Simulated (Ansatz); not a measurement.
Runs of Ansatz 0.2.0 on GaN. It takes space group F-43m (No. 216, cubic). The conventional cell has a = 4.507 Å, b = 4.507 Å, c = 4.507 Å, α = 90.00°, β = 90.00°, γ = 90.00°. Around Ga (site symmetry -43m) lie 4 N at 1.95 Å. N (site symmetry -43m) has 4 Ga at 1.95 Å as nearest neighbours. The cell is a database's computed one.

| level | gap on the mesh (eV) | pressure (GPa) | relaxed volume (Å³/atom) |
| --- | --- | --- | --- |
| LDA | (c) | 0.0 | 11.07 |
| BLYP | 1.42 | 0.0 | 12.17 |
| revPBE | 1.49 | 0.0 | 11.95 |
| RPBE | 1.46 | 0.0 | 12.03 |
| PBEsol | (a) | 0.0 | (b) |

Alike in all rows: task relaxation of cell and atoms; potentials or basis all-electron LAPW, scalar-relativistic; no spin polarisation; cell relaxed; k mesh 10 × 10 × 10; smearing fermi-dirac 0.05 eV; basis error allowed 0.001 eV/atom.

Q: Fill in the values left out.

A: (a) 1.72; (b) 11.37; (c) 1.96.

A k mesh can miss the band edges, and the runs leave out spin-orbit coupling on Ga.

Runs at the PBE level aren't shown here.
